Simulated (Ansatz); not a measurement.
Density of states of Li₅NbO₅ (C2/m, a = 9.649 Å, b = 4.008 Å, c = 5.777 Å, α = 90.00°, β = 108.75°, γ = 90.00°), in states per eV and primitive cell, averaged over bins of 0.4 eV. Method: DFT PBEsol, scalar-relativistic, plane waves, PAW (Ansatz).

Cutoff 420 eV; k points 6×6×4 on the computed 11-atom cell (Γ-centred); Gaussian smearing, width 0.02 eV; no spin polarisation.

The cell is relaxed at this level. The states (both spins) are summed by tetrahedra on a 9×9×6 mesh at the self-consistent density. Energies are bin centres; the table starts no lower than −8 eV and ends at 6 eV, or lower where the solved bands end.

The gap is 3.15 eV at this level, with the zero inside it.

| E − E_F (eV) | total | O 2p | Nb 4d | Li 2s | O 2s |
| --- | --- | --- | --- | --- | --- |
| -6.45 | 1.27 | 0.82 | 0.37 | 0.01 | 0.01 |
| -6.05 | 1.32 | 0.87 | 0.36 | 0.03 | 0.01 |
| -5.65 | 5.36 | 3.53 | 1.49 | 0.21 | 0.03 |
| -5.25 | 6.51 | 4.54 | 1.51 | 0.26 | 0.06 |
| -4.85 | 7.58 | 5.55 | 1.50 | 0.17 | 0.13 |
| -4.45 | 5.46 | 4.36 | 0.58 | 0.11 | 0.11 |
| -4.05 | 3.78 | 3.19 | 0.26 | 0.08 | 0.07 |
| -3.65 | 5.21 | 4.54 | 0.21 | 0.23 | 0.06 |
| -3.25 | 7.84 | 7.08 | 0.19 | 0.25 | 0.07 |
| -2.85 | 8.12 | 7.56 | 0.11 | 0.17 | 0.05 |
| -2.45 | 8.46 | 8.00 | 0.09 | 0.11 | 0.04 |
| -2.05 | 10.03 | 9.68 | 0.06 | 0.05 | 0.02 |
| -1.65 | 4.07 | 3.98 | 0.01 | 0.01 | 0.01 |
| -1.25 | 0.00 | 0.00 | 0.00 | 0.00 | 0.00 |
| -0.85 | 0.00 | 0.00 | 0.00 | 0.00 | 0.00 |
| -0.45 | 0.00 | 0.00 | 0.00 | 0.00 | 0.00 |
| -0.05 | 0.00 | 0.00 | 0.00 | 0.00 | 0.00 |
| 0.35 | 0.00 | 0.00 | 0.00 | 0.00 | 0.00 |
| 0.75 | 0.00 | 0.00 | 0.00 | 0.00 | 0.00 |
| 1.15 | 0.00 | 0.00 | 0.00 | 0.00 | 0.00 |
| 1.55 | 0.29 | 0.06 | 0.22 | 0.00 | 0.00 |
| 1.95 | 2.83 | 0.67 | 2.01 | 0.07 | 0.01 |
| 2.35 | 2.93 | 0.65 | 1.89 | 0.28 | 0.03 |
| 2.75 | 5.36 | 1.34 | 3.36 | 0.46 | 0.03 |
| 3.15 | 3.31 | 0.78 | 1.75 | 0.43 | 0.05 |
| 3.55 | 2.63 | 0.51 | 0.59 | 0.75 | 0.16 |
| 3.95 | 2.43 | 0.49 | 0.34 | 0.92 | 0.14 |
| 4.35 | 0.21 | 0.04 | 0.01 | 0.12 | 0.01 |
| 4.75 | 0.04 | 0.00 | 0.03 | 0.00 | 0.01 |
| 5.15 | 0.83 | 0.07 | 0.51 | 0.02 | 0.15 |
| 5.55 | 0.60 | 0.07 | 0.34 | 0.03 | 0.10 |

The columns after the total are the main Löwdin projections on the occupied valence shells of the potentials; 4 others are left out. The rest of the total lies in those, in shells that are empty in the free atom, which aren't projected, and between the atoms.

Whether Li5NbO5 exists in this form wasn't checked.

Cost: 1 run of about 0.95 core-minutes, on Arm Neoverse V2 (shared hosts).